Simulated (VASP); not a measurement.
# K: single point with PBE0

Crystal: K.

```
K
1.0
    -2.60846    2.60846    2.60846
     2.60846   -2.60846    2.60846
     2.60846    2.60846   -2.60846
K
1
Direct
  0.00000 0.00000 0.00000
```

| Item | Value |
| --- | --- |
| Program | VASP 6.6.1 |
| Task | single point |
| Functional | PBE0 |
| Potentials or basis | VASP PAW PBE potentials, release 64 (K_sv) |
| Cutoff | 520 eV |
| k mesh | 6 × 6 × 6 |
| Occupations | gaussian, width 0.1 eV |
| Spin | no spin polarisation |
| Grid for exact exchange (PRECFOCK) | Fast |
| Exchange at q = 0 | default |
| Further INCAR settings | ALGO = Normal; EDIFF = 1e-07 |

- Pressure: 0.3 GPa
- Band gap on the k mesh: none (metal or under the smearing width)

Levels at points of the mesh, in eV from the Fermi level:
```tsv
k point	band 2	band 3	band 4	band 5	band 6	band 7
(0.00, 0.00, 0.00)	-17.70	-17.70	-17.70	-3.11	5.30	5.30
(0.50, 0.00, 0.00)	-17.78	-17.73	-17.70	0.79	0.94	3.99
(0.50, 0.50, 0.50)	-17.76	-17.76	-17.76	2.27	2.27	4.15
```

Wall time 3.1 min on 1 thread of Intel(R) Xeon(R) Platinum 8488C (Sapphire Rapids) (shared host), peak memory 0.22 GiB.

Caveat: the PAW data sets were made with another functional, which shifts forces and pressure a little.
